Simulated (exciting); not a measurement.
**Core excitons at the Br K edge of AgBr**

Aim: the Br K absorption edge of AgBr with the electron–hole interaction treated explicitly, and what each term of the kernel does.

Calculated with exciting sodium; X-ray absorption, core-level Bethe-Salpeter equation, exchange and statically screened direct term, Tamm-Dancoff, all-electron LAPW+lo PBE.

The database entry behind the starting cell differs from later determinations by our own check (about 0.6 % short of the room-temperature cell), so it need not match the best structure at ambient conditions.

## 1. Starting point

Symmetry: Fm-3m, No. 225, cubic system. Conventional cell: a = 5.740 Å, b = 5.740 Å, c = 5.740 Å, α = 90.00°, β = 90.00°, γ = 90.00°. Nearest to Ag lie 6 Br at 2.87 Å. Br has 6 Ag at 2.87 Å nearest. Farther neighbours and most contacts between anions are not listed.

Structure file:

```
Ag Br
1.0
     0.00000    2.87015    2.87015
     2.87015    0.00000    2.87015
     2.87015    2.87015    0.00000
Ag Br
1 1
Direct
  0.00000 0.00000 0.00000
  0.50000 0.50000 0.50000
```

Differences between curves are given as r.m.s. difference over r.m.s. height.

## 2. Ground state

The species files are the program's own, with muffin-tin radii set in the input.

Contents of input.xml:

```
<input>
  <title>AgBr</title>
  <structure speciespath="." autormt="false" epslat="1.0e-5">
    <crystal>
      <basevect>0.0000000000 5.4237974356 5.4237974356</basevect>
      <basevect>5.4237974356 0.0000000000 5.4237974356</basevect>
      <basevect>5.4237974356 5.4237974356 0.0000000000</basevect>
    </crystal>
    <species speciesfile="Ag.xml" rmt="2.300">
      <atom coord="0.0000000000 0.0000000000 0.0000000000"/>
    </species>
    <species speciesfile="Br.xml" rmt="2.300">
      <atom coord="0.5000000000 0.5000000000 0.5000000000"/>
    </species>
  </structure>
  <groundstate do="fromscratch" xctype="GGA_PBE" ngridk="4 4 4" rgkmax="7" gmaxvr="14" nempty="8" swidth="0.001" maxscl="100" epsengy="1e-5"/>
</input>
```

On the command line:

```console
$ OMP_NUM_THREADS=1 mpirun -n 2 exciting
```

Numbers of over 12 decimals in the logs are rounded to 6 here.

The program printed:

```text
EXCITING SODIUM started
********************************************************************************
* Ground-state run starting from atomic densities                              *
********************************************************************************
+ Starting initialization                                                      +
[... lattice and species ...]
 Spin treatment                             :    spin-unpolarised
 Number of Bravais lattice symmetries       :      48
[...]
+ Self-consistent loop stopped                                                 +
 STATE.OUT is written
********************************************************************************
* Groundstate module stopped                                                   *
********************************************************************************
 Total time spent (seconds)                 :        20.39
- CAUTION! Warnings have been written in file WARNING.OUT !                    -
| EXCITING SODIUM stopped                                                      =
[key lines of the parts left out:]
Total energy                               :     -7923.96952716
Fermi energy                               :         0.14175167
```

Run time: 21 s. Hardware: 2 MPI ranks of Arm Neoverse V1, shared host.

The warnings file holds hints only, no warning.

The mesh shows a gap of 0.61 eV. Core levels (Dirac, from the valence top):

| atom | level | energy (eV) |
| --- | --- | --- |
| Br | 2s1/2 | -1726.2 |
| Br | 2p1/2 | -1553.8 |
| Br | 2p3/2 | -1506.3 |
| Br | 3s1/2 | -231.9 |
| Br | 3p1/2 | -172.0 |
| Br | 3p3/2 | -165.1 |

## 3. A richer basis for the empty states

Each species file gets more local orbitals, built from u and its energy derivative at 0.15 Ha and u at 0.9 Ha.

input.xml is that of step 2.

Contents of SPECIES.xml, added lines:

```
<lo l="L">  <!-- L = 0, 1, 2 -->
  <wf matchingOrder="0" trialEnergy="0.1500" searchE="false"/>
  <wf matchingOrder="1" trialEnergy="0.1500" searchE="false"/>
  <wf matchingOrder="0" trialEnergy="0.9000" searchE="false"/>
</lo>
```

On the command line:

```console
$ OMP_NUM_THREADS=1 mpirun -n 2 exciting
```

The program printed:

```text
EXCITING SODIUM started
********************************************************************************
* Ground-state run starting from atomic densities                              *
********************************************************************************
+ Starting initialization                                                      +
[... lattice and species ...]
 Spin treatment                             :    spin-unpolarised
 Number of Bravais lattice symmetries       :      48
[...]
+ Self-consistent loop stopped                                                 +
 STATE.OUT is written
********************************************************************************
* Groundstate module stopped                                                   *
********************************************************************************
 Total time spent (seconds)                 :        18.22
- CAUTION! Warnings have been written in file WARNING.OUT !                    -
| EXCITING SODIUM stopped                                                      =
[key lines of the parts left out:]
Total energy                               :     -7923.96985397
Fermi energy                               :         0.14216720
```

Elapsed: 20 s, on 2 MPI ranks.

Against the first ground state the total energy moves by -4 meV an atom and the gap by -0.01 eV.

## 4. Screening, kernels and BSE for Br atom 2

The absorber has 6 Ag at 2.87 Å (octahedral, site symmetry m-3m).

Changes to input.xml since step 3:

```diff
@@ -15,3 +15,20 @@
   </structure>
-  <groundstate do="fromscratch" xctype="GGA_PBE" ngridk="4 4 4" rgkmax="7" gmaxvr="14" nempty="8" swidth="0.001" maxscl="100" epsengy="1e-5"/>
+  <groundstate do="skip" xctype="GGA_PBE" ngridk="4 4 4" rgkmax="7" gmaxvr="14" nempty="8" swidth="0.001" maxscl="100" epsengy="1e-5"/>
+  <xs xstype="BSE" ngridk="5 5 5" ngridq="5 5 5" vkloff="0.097 0.273 0.493" rgkmax="7" nempty="23" gqmax="3" lmaxapwwf="5" lmaxemat="2" broad="0.04630" tevout="true">
+    <energywindow intv="488.624 490.241" points="439"/>
+    <screening screentype="full" nempty="41"/>
+    <BSE xas="true" xasspecies="2" xasatom="1" xasedge="K" bsetype="singlet" nstlxas="1 19"/>
+    <qpointset>
+      <qpoint>0 0 0</qpoint>
+    </qpointset>
+    <plan>
+      <doonly task="xsgeneigvec"/>
+      <doonly task="writepmatxs"/>
+      <doonly task="scrgeneigvec"/>
+      <doonly task="scrwritepmat"/>
+      <doonly task="screen"/>
+      <doonly task="scrcoulint"/>
+      <doonly task="exccoulint"/>
+    </plan>
+  </xs>
 </input>
```

Contents of input.xml for the last start (plan only):

```
  <plan>
    <doonly task="bse"/>
  </plan>
```

On the command line:

```console
$ OMP_NUM_THREADS=1 mpirun -n 2 exciting
$ OMP_NUM_THREADS=2 exciting
```

The program printed:

```text
| EXCITING SODIUM started for task xsgeneigvec ( 301)                          =
One-shot GS runs for BSE calculations
One-shot GS runs for k+qmt/2 grids
Info(xsgeneigvec): Generating eigenvectors for Q-point      1
Info(xsgeneigvec): Generation of eigenvectors finished
| EXCITING SODIUM started for task writepmatxs ( 320)                          =
Info(writepmatxs): Momentum matrix elements finished
| EXCITING SODIUM started for task scrgeneigvec ( 401)                         =
One-shot GS runs for BSE calculations
One-shot GS runs for k+qmt/2 grids
[...]
Info(setup_bse_block): Setting up RR part of hamiltonian
Info(setup_bse_block): Singlet spin state
Info(bse): Diagonalizing RR Hamiltonian (TDA)
Info(bse): Invoking Lapack routine ZHEEVR
      4750 eigen solutions found in the interval:
         i1=       1 i2=    4750
Info(bse): Writing excition energies and oscillator strengths to text file.
Info(makespectrum_dist): Making spectrum using formula for coupling with time reversed AR basis.
Info(makespectrum_dist): Using formalism for vanishing momentum transfer.
Info(writederived): Writing quantities derived from the macroscopic dielectric function.
Info(bselauncher): Spectrum finished for iqmt=  1
Info(bselauncher): All done for BSE type singlet
```

Wall time 32 min (2 MPI ranks).

Wall time by task: xsgeneigvec 6.3 s, writepmatxs 18 s, scrgeneigvec 4.7 s, scrwritepmat 2.9 s, screen 3.3 min, scrcoulint 12 min, exccoulint 14 min, bse 2 min.

The Br K spectrum of Br atom 2 (energy from the Kohn–Sham onset, core level to the lowest empty state found on the meshes used, 13308.13 eV; the ground-state mesh sets it, and the shifted mesh has its lowest transition 0.48 eV above it; Im ε scaled to the maximum of the singlet run; cut below the end of the band set):

| E (eV) | Im ε |
| --- | --- |
| -8.5 | 0.03 |
| -8.0 | 0.03 |
| -7.5 | 0.03 |
| -7.0 | 0.03 |
| -6.5 | 0.04 |
| -6.0 | 0.04 |
| -5.5 | 0.05 |
| -5.0 | 0.05 |
| -4.5 | 0.06 |
| -4.0 | 0.07 |
| -3.5 | 0.07 |
| -3.0 | 0.09 |
| -2.5 | 0.10 |
| -2.0 | 0.12 |
| -1.5 | 0.15 |
| -1.0 | 0.19 |
| -0.5 | 0.25 |
| 0.0 | 0.34 |
| 0.5 | 0.47 |
| 1.0 | 0.63 |
| 1.5 | 0.79 |
| 2.0 | 0.90 |
| 2.5 | 0.92 |
| 3.0 | 0.88 |
| 3.5 | 0.84 |
| 4.0 | 0.85 |
| 4.5 | 0.90 |
| 5.0 | 0.95 |
| 5.5 | 0.99 |
| 6.0 | 0.99 |
| 6.5 | 0.90 |
| 7.0 | 0.76 |
| 7.5 | 0.62 |
| 8.0 | 0.52 |
| 8.5 | 0.46 |
| 9.0 | 0.41 |
| 9.5 | 0.39 |
| 10.0 | 0.36 |
| 10.5 | 0.34 |
| 11.0 | 0.31 |
| 11.5 | 0.30 |
| 12.0 | 0.31 |
| 12.5 | 0.32 |
| 13.0 | 0.35 |
| 13.5 | 0.39 |
| 14.0 | 0.44 |
| 14.5 | 0.48 |
| 15.0 | 0.51 |
| 15.5 | 0.53 |
| 16.0 | 0.53 |
| 16.5 | 0.53 |
| 17.0 | 0.54 |
| 17.5 | 0.53 |
| 18.0 | 0.51 |
| 18.5 | 0.48 |
| 19.0 | 0.45 |
| 19.5 | 0.44 |
| 20.0 | 0.43 |
| 20.5 | 0.42 |
| 21.0 | 0.42 |
| 21.5 | 0.42 |
| 22.0 | 0.43 |

Maxima (height): 2.3 eV (0.92), 5.7 eV (1.00) and 17.2 eV (0.54).

The Hamiltonian has 4750 rows. The lowest groups of eigenvalues and the brightest ones, on the scale above (the program counts from the shifted mesh's onset, 0.48 eV higher). Core spinors bring spin-forbidden partners, so dark means forbidden by spin or by symmetry, and the shifted mesh splits states that symmetry would keep together:

| energy (eV) | states within 10 meV | relative strength |
| --- | --- | --- |
| 0.127 | 2 | 0.060 |
| 0.610 | 2 | 0.12 |
| 0.663 | 2 | 0.041 |
| 0.859 | 2 | 0.086 |
| 0.901 | 2 | 0.13 |
| 0.966 | 2 | 0.072 |
| 1.624 | 2 | 0.63 |
| 1.741 | 2 | 0.54 |
| 1.896 | 2 | 1.00 |
| 2.011 | 4 | 0.42 |
| 2.244 | 4 | 0.42 |
| 2.460 | 4 | 0.43 |
| 4.600 | 2 | 0.41 |

## 5. Independent particles

Changes to input.xml since step 4:

```diff
@@ -19,3 +19,3 @@
     <screening screentype="full" nempty="41"/>
-    <BSE xas="true" xasspecies="2" xasatom="1" xasedge="K" bsetype="singlet" nstlxas="1 19"/>
+    <BSE xas="true" xasspecies="2" xasatom="1" xasedge="K" bsetype="IP" nstlxas="1 19"/>
     <qpointset>
@@ -24,9 +24,3 @@
     <plan>
-      <doonly task="xsgeneigvec"/>
-      <doonly task="writepmatxs"/>
-      <doonly task="scrgeneigvec"/>
-      <doonly task="scrwritepmat"/>
-      <doonly task="screen"/>
-      <doonly task="scrcoulint"/>
-      <doonly task="exccoulint"/>
+      <doonly task="bse"/>
     </plan>
```

On the command line:

```console
$ OMP_NUM_THREADS=2 exciting
```

The program printed:

```text
| EXCITING SODIUM started for task bse ( 445)                                  =
Info(bselauncher): Init time:    1.020718
Info(bselauncher): Setting up and diagonalizing BSE Hamiltonian.
Info(bselauncher): Using momentum transfer vectors from list :   1 to  1
Info(bselauncher): Distributing qmt-points over   1 processes.
Info(bselauncher): BSE type: IP
Info(bselauncher): Momentum transfer list index: iqmt=  1
Info(bselauncher): Momentum transfer: vqmtl=   0.000   0.000   0.000
Info(bse): Inspecting occupations...
Info(setranges_modxs): Number of non-reduced k-points:      125
[...]
highest unoccupied state:  37
  Opening gap with a scissor of:      0.000/H      0.000/eV
Info(select_transitions): Number of participating transitions:    4750
Info(bse): Selecting transitions...
Info(bse):bsegap (eV): 13308.611321
Info(bse): IP requested, nothing much to do
Info(bse): Writing excition energies and oscillator strengths to text file.
Info(makespectrum_dist): Making spectrum using formula for coupling with time reversed AR basis.
Info(makespectrum_dist): Using formalism for vanishing momentum transfer.
Info(writederived): Writing quantities derived from the macroscopic dielectric function.
Info(bselauncher): Spectrum finished for iqmt=  1
Info(bselauncher): All done for BSE type IP
```

Run time: 3 s. Hardware: 2 threads.

Maxima (height): 7.1 eV (0.96) and 18.2 eV (0.59). The spectrum differs from the singlet run by 36 % r.m.s. Moving the earlier curve by +1.8 eV leaves 18 %. The highest maximum lies at 7.1 eV (0.96), against 5.7 eV (1.00).

## 6. Exchange alone

Changes to input.xml since step 5:

```diff
@@ -19,3 +19,3 @@
     <screening screentype="full" nempty="41"/>
-    <BSE xas="true" xasspecies="2" xasatom="1" xasedge="K" bsetype="IP" nstlxas="1 19"/>
+    <BSE xas="true" xasspecies="2" xasatom="1" xasedge="K" bsetype="RPA" nstlxas="1 19"/>
     <qpointset>
```

On the command line:

```console
$ OMP_NUM_THREADS=2 exciting
```

The program printed:

```text
| EXCITING SODIUM started for task bse ( 445)                                  =
Info(bselauncher): Init time:    1.018515
Info(bselauncher): Setting up and diagonalizing BSE Hamiltonian.
Info(bselauncher): Using momentum transfer vectors from list :   1 to  1
Info(bselauncher): Distributing qmt-points over   1 processes.
Info(bselauncher): BSE type: RPA
Info(bselauncher): Momentum transfer list index: iqmt=  1
Info(bselauncher): Momentum transfer: vqmtl=   0.000   0.000   0.000
Info(bse): Inspecting occupations...
Info(setranges_modxs): Number of non-reduced k-points:      125
[...]
Info(setup_bse_block): Setting up RR part of hamiltonian
Info(setup_bse_block): Using RPA approximation
Info(bse): Diagonalizing RR Hamiltonian (TDA)
Info(bse): Invoking Lapack routine ZHEEVR
      4750 eigen solutions found in the interval:
         i1=       1 i2=    4750
Info(bse): Writing excition energies and oscillator strengths to text file.
Info(makespectrum_dist): Making spectrum using formula for coupling with time reversed AR basis.
Info(makespectrum_dist): Using formalism for vanishing momentum transfer.
Info(writederived): Writing quantities derived from the macroscopic dielectric function.
Info(bselauncher): Spectrum finished for iqmt=  1
Info(bselauncher): All done for BSE type RPA
```

Elapsed: 1.9 min, on 2 threads.

Maxima (height): 7.1 eV (0.96) and 18.2 eV (0.59). The spectrum is that of the independent-particle run within 1 %.

## 7. Broadening

Changed against the first singlet run: half width (eV) from 1.26 to 3.78.

Changes to input.xml since step 6:

```diff
@@ -16,6 +16,6 @@
   <groundstate do="skip" xctype="GGA_PBE" ngridk="4 4 4" rgkmax="7" gmaxvr="14" nempty="8" swidth="0.001" maxscl="100" epsengy="1e-5"/>
-  <xs xstype="BSE" ngridk="5 5 5" ngridq="5 5 5" vkloff="0.097 0.273 0.493" rgkmax="7" nempty="23" gqmax="3" lmaxapwwf="5" lmaxemat="2" broad="0.04630" tevout="true">
+  <xs xstype="BSE" ngridk="5 5 5" ngridq="5 5 5" vkloff="0.097 0.273 0.493" rgkmax="7" nempty="23" gqmax="3" lmaxapwwf="5" lmaxemat="2" broad="0.13891" tevout="true">
     <energywindow intv="488.624 490.241" points="439"/>
     <screening screentype="full" nempty="41"/>
-    <BSE xas="true" xasspecies="2" xasatom="1" xasedge="K" bsetype="RPA" nstlxas="1 19"/>
+    <BSE xas="true" xasspecies="2" xasatom="1" xasedge="K" bsetype="singlet" nstlxas="1 19"/>
     <qpointset>
```

On the command line:

```console
$ OMP_NUM_THREADS=2 exciting
```

The program printed:

```text
| EXCITING SODIUM started for task bse ( 445)                                  =
Info(bselauncher): Init time:    1.026149
Info(bselauncher): Setting up and diagonalizing BSE Hamiltonian.
Info(bselauncher): Using momentum transfer vectors from list :   1 to  1
Info(bselauncher): Distributing qmt-points over   1 processes.
Info(bselauncher): BSE type: singlet
Info(bselauncher): Momentum transfer list index: iqmt=  1
Info(bselauncher): Momentum transfer: vqmtl=   0.000   0.000   0.000
Info(bse): Inspecting occupations...
[...]
Info(setup_bse_block): Setting up RR part of hamiltonian
Info(setup_bse_block): Singlet spin state
Info(bse): Diagonalizing RR Hamiltonian (TDA)
Info(bse): Invoking Lapack routine ZHEEVR
      4750 eigen solutions found in the interval:
         i1=       1 i2=    4750
Info(bse): Writing excition energies and oscillator strengths to text file.
Info(makespectrum_dist): Making spectrum using formula for coupling with time reversed AR basis.
Info(makespectrum_dist): Using formalism for vanishing momentum transfer.
Info(writederived): Writing quantities derived from the macroscopic dielectric function.
Info(bselauncher): Spectrum finished for iqmt=  1
Info(bselauncher): All done for BSE type singlet
```

Elapsed: 2 min, on 2 threads.

Against the singlet run the r.m.s. difference is 30 %. The highest maximum lies at 4.8 eV (0.63), against 5.7 eV (1.00). Only the width of each line changes; the area stays. A table step wider than the lines misses their tops.

| E (eV) | first run | this run |
| --- | --- | --- |
| -11.0 | 0.02 | 0.05 |
| -10.0 | 0.02 | 0.06 |
| -9.0 | 0.02 | 0.07 |
| -8.0 | 0.03 | 0.08 |
| -7.0 | 0.03 | 0.09 |
| -6.0 | 0.04 | 0.11 |
| -5.0 | 0.05 | 0.13 |
| -4.0 | 0.07 | 0.16 |
| -3.0 | 0.09 | 0.20 |
| -2.0 | 0.12 | 0.24 |
| -1.0 | 0.19 | 0.31 |
| 0.0 | 0.34 | 0.38 |
| 1.0 | 0.63 | 0.47 |
| 2.0 | 0.90 | 0.54 |
| 3.0 | 0.88 | 0.59 |
| 4.0 | 0.85 | 0.62 |
| 5.0 | 0.95 | 0.63 |
| 6.0 | 0.99 | 0.61 |
| 7.0 | 0.76 | 0.57 |
| 8.0 | 0.52 | 0.52 |
| 9.0 | 0.41 | 0.47 |
| 10.0 | 0.36 | 0.43 |
| 11.0 | 0.31 | 0.41 |
| 12.0 | 0.31 | 0.40 |
| 13.0 | 0.35 | 0.40 |
| 14.0 | 0.44 | 0.41 |
| 15.0 | 0.51 | 0.42 |
| 16.0 | 0.53 | 0.43 |
| 17.0 | 0.54 | 0.43 |
| 18.0 | 0.51 | 0.42 |
| 19.0 | 0.45 | 0.41 |
| 20.0 | 0.43 | 0.39 |
| 21.0 | 0.42 | 0.38 |
| 22.0 | 0.43 | 0.37 |

[end of part 1 of 2]

[Banner, clock and machine lines of the logs are left out without a mark of their own.]

[Logs are printed without paths, hosts, clocks, repeated set-up lines and the standing remarks that a program may print on its own settings, such as how far it seeks lower states.]

[Hosts, paths, dates, database ids (printed as entryN), source tags and the programs' standing remarks are cut or masked in the printed files.]
